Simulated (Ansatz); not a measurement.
# Calculated Zr-91 NMR of the central transition for ZrO₂ at a changed volume

Cell: a refined structure from the COD, relaxed with PBE at fixed cell and then changed (volume scaled by 1.02, ions relaxed).

Space group P4_2/nmc:1 (No. 137); a = 3.6199, c = 5.2113 Å.

```csv
site,Wyckoff,site symmetry,x,y,z
Zr,2a,-4m2,0.0000,0.0000,0.0000
O,4d,2mm.,0.0000,0.5000,0.1970
```

One atom of each set is listed.

Method: Kohn–Sham DFT in Ansatz, PBE, plane waves and PAW, scalar-relativistic, 420 eV cutoff, Γ-centred 8×8×6 k-points, Fermi–Dirac smearing 0.02 eV.

Zr-91 has I = 5/2 and Q = -176.0 mb (Pyykkö 2018); at 21.1 T its Larmor frequency is ν₀ = 83.9 MHz. Only the quadrupole interaction is simulated: positions count from each site's isotropic chemical shift, and shift anisotropy, dipolar and J coupling are left out.

Simulated pattern of one Zr site (static powder, Gaussian broadening 9 kHz):

```csv
offset (kHz),height
-177.4,0
-168.2,21
-159.1,100
-149.9,69
-140.7,50
-131.6,41
-122.4,37
-113.3,33
-104.1,31
-94.9,30
-85.8,28
-76.6,27
-67.4,27
-58.3,26
-49.1,25
-40.0,25
-30.8,25
-21.6,25
-12.5,25
-3.3,24
5.8,20
15.0,20
24.2,21
33.3,22
42.5,24
51.7,26
60.8,29
70.0,35
79.1,49
88.3,71
97.5,15
106.6,0
```

(1) Which |C_Q| and η does the pattern imply?

Results:

(1) The pattern spans 253 kHz before broadening and its centre of gravity is at -48.5 kHz, which fixes P_Q; the places of the horns and steps fix η. That gives P_Q = 26.0 MHz, |C_Q| = 26.0 MHz and η = 0.00. The sign of C_Q can't be read from the pattern.

An axis of threefold or higher order runs through Zr, so V_zz lies along it and η is zero.

Without spin–orbit coupling (the program notes it for Zr) the gradients are little affected as a rule: paired runs on crystals with a gap mostly move them by under 2 % at such atoms.
